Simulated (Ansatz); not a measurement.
## SiO$_{2}$: how the energy converges with the cutoff

SiO$_{2}$, P6_422, a = 5.061 Å, c = 5.541 Å. This isn't the usual stable structure of the compound. Ansatz: PBE, PAW, cutoff varied, Γ-centred 6×6×4 mesh on 9 atoms, Gaussian smearing 0.02 eV; no spin polarisation. Single points at one geometry, the cutoff alone changed; ΔE is the energy at zero smearing over the run at 850 eV (runs within 0.3 meV/atom of it are left out). The runs up to 380 eV lie under the cutoff recommended for these PAW datasets.

```tsv
cutoff (eV)	ΔE (meV/atom)
150	?
200	4568.44
250	1264.45
300	309.18
350	63.57
380	21.40
420	4.39
460	1.31
520	1.00
600	0.50
```

Q: Assume ΔE falls exponentially with the cutoff, fit y = ln ΔE against x, the cutoff in eV, to the other rows, and predict the missing value.

A: y = 8.427, 7.142, 5.734, 4.152, 3.063, 1.479, 0.270, 0.000, -0.693. Means x = 386.7, y = 3.2860; Σ(Δx)² = 132200, ΣΔxΔy = -3297; the slope is their ratio. y = 12.93 − 0.02494 x, a factor of ten per 92 eV. At 150 eV this gives ΔE = 9788.86 meV/atom. The run gave 13199.57, a ratio of 0.74. Between neighbouring rows the decay runs from a factor of ten per 58 eV to one per 512 eV, so one exponential is only a rough guide.